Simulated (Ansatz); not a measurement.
## Contact densities of MgSe against volume

```yaml
crystal:
  lattice:
    - [0.00000, 2.75410, 2.75410]
    - [2.75410, 0.00000, 2.75410]
    - [2.75410, 2.75410, 0.00000]
  atoms:
    - { symbol: Mg, position: [0.00000, 0.00000, 0.00000] }
    - { symbol: Se, position: [0.50000, 0.50000, 0.50000] }
```

Atom numbers follow the list: Mg1, Se2.

The conventional cell has a = 5.508 Å, b = 5.508 Å, c = 5.508 Å, α = 90.00°, β = 90.00°, γ = 90.00°. Mg (atom 1) is surrounded by 6 Se at 2.75 Å. Se (atom 2) has 6 Mg at 2.75 Å as nearest neighbours.

The cell was built from the rocksalt type and relaxed in the same program, and has space group Fm-3m; it needn't be a known or the stable phase.

Computed with DFT, PBE, all-electron PAW with datasets made for the crystal, scalar-relativistic in Ansatz 0.2.0.

The runs use a Γ-centred 11×11×11 k mesh, Fermi–Dirac smearing of 0.03 eV, cutoff 160 eV (chosen by the program for this cell), no spin polarisation.

The contact density is the mean electron density over the nuclear volume; its changes follow the s electrons' response to bonding and compression. Changes below are taken from the unscaled cell, where it is 7801.36 e/Å³ at Mg1, 262941 e/Å³ at Se2.

```csv
V/V(cell),P (GPa),Δρ(0) Mg1 (e/Å³),Δρ(0) Se2 (e/Å³)
0.9405,4.2,?,-1.41
1.0000,0.0,0.00,0.00
1.0600,-3.1,?,?
```

Fill in "Δρ(0) Mg1 (e/Å³)" for the row "0.9405".

0.11.

What belongs in the row "1.0600", column "Δρ(0) Mg1 (e/Å³)"?

-0.07.

What belongs in the row "1.0600", column "Δρ(0) Se2 (e/Å³)"?

1.39.

The datasets are made afresh for each cell, so very small changes are uncertain.
